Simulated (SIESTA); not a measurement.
## Zn under changes of volume

One of the cells (15.473 Å³/atom); the others are scaled copies at fixed shape and fractional positions:

```
CELL_PARAMETERS angstrom
0.00000 1.97779 1.97779
1.97779 0.00000 1.97779
1.97779 1.97779 0.00000
ATOMIC_POSITIONS crystal
Zn 0.00000 0.00000 0.00000
```

This isn't the form of Zn at room conditions, which is hcp.

| Item | Value |
| --- | --- |
| Program | SIESTA 5.4.2 |
| Functional | PBE |
| Potentials or basis | PseudoDojo 0.4 standard (PBE files) |
| Basis | DZP (energy shift 0.002 Ry) |
| Grid cutoff | 800 Ry |
| Energy shift | 0.002 Ry |
| k mesh | 12 × 12 × 12 |
| Occupations | fermi-dirac, width 0.05 eV |
| Spin | no spin polarisation |

```tsv
volume (Å³/atom)	energy over the lowest point (meV/atom)	pressure (GPa)
14.259	6.54	3.0
14.563	2.47	1.7
14.866	0.00	0.8
15.473	?	?
15.776	14.27	-4.1
16.080	22.99	-5.2
```

Task: What does the run at 15.473 Å³/atom give?

Result: Energy over the lowest point 6.56 meV/atom; pressure -3.8 GPa.

Worked out: A Birch-Murnaghan fit of order 3 (a polynomial in V^(-2/3)) to the other rows has its minimum at 14.83 Å³/atom with B0 = V·E''(V) = 82 GPa and B' = 5.6. It gives 7.02 meV/atom at 15.473 Å³/atom, against the run's 6.56, and -dE/dV = -3.1 GPa, against -3.8.

Energies are extrapolated to zero smearing.

Caveats: semicore shells carry a single zeta, which can move pressures by several GPa and volumes by a few percent; the basis of atomic orbitals isn't converged, which shifts pressures, moduli and gaps.
